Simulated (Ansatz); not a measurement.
Molecular dynamics of TiSi₁₆

input.yaml

```yaml
crystal:
  lattice:
    - [0.0, 5.43, 5.43]
    - [5.43, 0.0, 5.43]
    - [5.43, 5.43, 0.0]
  atoms:
    - { symbol: Si, position: [0.03569375, 0.00281029, 0.0014655] }
    - { symbol: Si, position: [0.11293211, 0.12553465, 0.18785535] }
    - { symbol: Si, position: [-0.01872489, -0.05155996, 0.5854863] }
    - { symbol: Si, position: [0.08465937, 0.164945, 0.62348372] }
    - { symbol: Si, position: [-0.0684989, 0.49415374, 0.07184914] }
    - { symbol: Si, position: [0.09166566, 0.65286357, 0.11252974] }
    - { symbol: Si, position: [-0.01014686, 0.53625804, 0.4897479] }
    - { symbol: Si, position: [0.09520233, 0.59812459, 0.67817051] }
    - { symbol: Si, position: [0.47444623, 0.02284234, 0.03382952] }
    - { symbol: Si, position: [0.62375678, 0.14564313, 0.13182425] }
    - { symbol: Si, position: [0.4324806, 0.02380265, 0.56892009] }
    - { symbol: Si, position: [0.60827652, 0.14336747, 0.66380643] }
    - { symbol: Si, position: [0.44575968, 0.51048164, 0.0645194] }
    - { symbol: Si, position: [0.57800442, 0.63749764, 0.16690055] }
    - { symbol: Si, position: [0.47951326, 0.52331448, 0.53032044] }
    - { symbol: Si, position: [0.57748165, 0.66365416, 0.68029741] }
    - { symbol: Ti, position: [0.85334606, 0.91644008, 0.37903295] }
basis:
  ecutwfc: 420.0
kpoints:
  mp_grid: { grid: [2, 2, 2] }
hamiltonian:
  xc: pbe
  pseudopotentials: { kind: paw, azcp: { folder: soft_1 } }
scf:
  occupations: { method: fermi_dirac, width: 0.02 }
  lower_state_search: "off"
md:
  timestep: 2
  n_steps: 280
  ensemble: nvt_nose_hoover
  temperature: 1260.0
  initial_velocities: maxwell_boltzmann
  seed: 155343
  nose_hoover: { tau: 50.0, chain_length: 5 }
```

Command:

```bash
$ ansatz run input.yaml --threads 1 --pin off --max-ram 3072MiB --backend cpu --events-out ev --progress --plain --runs-dir out
```

It goes on from the last frame of an earlier run, with new velocities.

Output, in part (step lines):

```
md step     0: t =     0.00 fs  T =  1260.0 K  F+E_penalty+E_count = -12668.44018978 eV  E_kin = 2.605882 eV  conserved = -12665.83430820 eV  (11 SCF iters)
md step     1: t =     2.00 fs  T =  1200.9 K  F+E_penalty+E_count = -12668.31788717 eV  E_kin = 2.483726 eV  conserved = -12665.83420812 eV  (7 SCF iters)
md step     2: t =     4.00 fs  T =  1118.3 K  F+E_penalty+E_count = -12668.14575223 eV  E_kin = 2.312879 eV  conserved = -12665.83333702 eV  (7 SCF iters)
md step     3: t =     6.00 fs  T =  1020.3 K  F+E_penalty+E_count = -12667.94004554 eV  E_kin = 2.110161 eV  conserved = -12665.83153590 eV  (7 SCF iters)
md step     4: t =     8.00 fs  T =   921.3 K  F+E_penalty+E_count = -12667.73045740 eV  E_kin = 1.905331 eV  conserved = -12665.82907901 eV  (7 SCF iters)
md step     5: t =    10.00 fs  T =   839.7 K  F+E_penalty+E_count = -12667.55560540 eV  E_kin = 1.736568 eV  conserved = -12665.82664882 eV  (4 SCF iters)
md step     6: t =    12.00 fs  T =   793.2 K  F+E_penalty+E_count = -12667.45271972 eV  E_kin = 1.640466 eV  conserved = -12665.82508060 eV  (4 SCF iters)
md step     7: t =    14.00 fs  T =   793.1 K  F+E_penalty+E_count = -12667.44527074 eV  E_kin = 1.640176 eV  conserved = -12665.82498206 eV  (4 SCF iters)
[... lines left out ...]
md step   279: t =   558.00 fs  T =  1477.9 K  F+E_penalty+E_count = -12666.84534805 eV  E_kin = 3.056448 eV  conserved = -12665.82506084 eV  (5 SCF iters)
md step   280: t =   560.00 fs  T =  1455.0 K  F+E_penalty+E_count = -12666.84891419 eV  E_kin = 3.009123 eV  conserved = -12665.82546418 eV  (7 SCF iters)
```

The steps, from the saved trajectory:

| time (fs) | T (K) | potential energy less start (eV) | conserved less start (meV/atom) |
| --- | --- | --- | --- |
| 0.0 | 1260 | 0.000 | 0.00 |
| 18.0 | 923 | 0.744 | 0.32 |
| 36.0 | 1089 | 0.601 | 0.30 |
| 54.0 | 881 | 1.296 | 0.36 |
| 72.0 | 1348 | 0.835 | 0.36 |
| 90.0 | 1249 | 1.478 | 0.47 |
| 108.0 | 1502 | 1.091 | 0.16 |
| 126.0 | 1057 | 2.048 | 0.64 |
| 144.0 | 1128 | 1.961 | 0.52 |
| 162.0 | 1355 | 1.609 | 0.38 |
| 180.0 | 934 | 2.582 | 0.74 |
| 198.0 | 1500 | 1.644 | 0.41 |
| 216.0 | 1024 | 2.847 | 0.74 |
| 234.0 | 1310 | 2.547 | 0.51 |
| 252.0 | 1591 | 2.426 | 0.74 |
| 270.0 | 1828 | 2.279 | 0.43 |
| 288.0 | 813 | 4.414 | 0.90 |
| 306.0 | 1472 | 3.244 | 0.59 |
| 324.0 | 1613 | 3.315 | 0.78 |
| 342.0 | 1187 | 4.592 | 1.19 |
| 360.0 | 2321 | 2.775 | 0.59 |
| 378.0 | 1698 | 4.192 | 1.03 |
| 396.0 | 1125 | 5.143 | 1.08 |
| 414.0 | 1420 | 4.217 | 0.88 |
| 432.0 | 1576 | 3.327 | 0.69 |
| 450.0 | 1074 | 3.737 | 0.89 |
| 468.0 | 1145 | 3.303 | 0.72 |
| 486.0 | 1225 | 3.000 | 0.68 |
| 504.0 | 1149 | 3.099 | 0.83 |
| 522.0 | 1830 | 1.633 | 0.50 |
| 540.0 | 1448 | 2.094 | 0.83 |
| 558.0 | 1478 | 1.595 | 0.54 |

The run went to its last step. The conserved energy stayed within 1.3 meV per atom of its start (net change 0.52 meV per atom), so the integration is sound. The mean temperature of the second half is 13 % above the set value. A run of 0.56 ps of so small a system gives no equilibrium averages. Limits of this set-up: coarse k mesh.

Mean squared displacements from the first frame to the last, about the centre of mass: Si 0.25 Å², Ti 0.06 Å².

Last frame:

```xyz
17
Lattice="0.0000 5.4300 5.4300 5.4300 0.0000 5.4300 5.4300 5.4300 0.0000" Properties=species:S:1:pos:R:3
Si -0.197 0.420 0.058
Si 1.815 1.748 1.311
Si 3.179 2.937 -0.120
Si 4.344 4.111 1.403
Si 2.896 -0.128 2.514
Si 4.070 1.749 3.549
Si 6.024 2.209 2.230
Si 7.072 4.171 3.890
Si 0.434 2.975 2.700
Si 1.291 4.313 4.539
Si 2.891 4.943 3.055
Si 4.369 6.951 4.071
Si 2.974 2.822 5.318
Si 4.355 3.997 6.729
Si 5.578 5.354 5.338
Si 7.647 6.066 6.259
Ti 6.930 6.920 9.625
```

Time of the run: 26 min on 1 thread of Arm Neoverse V1, on a shared host, peak memory 0.71 GiB.
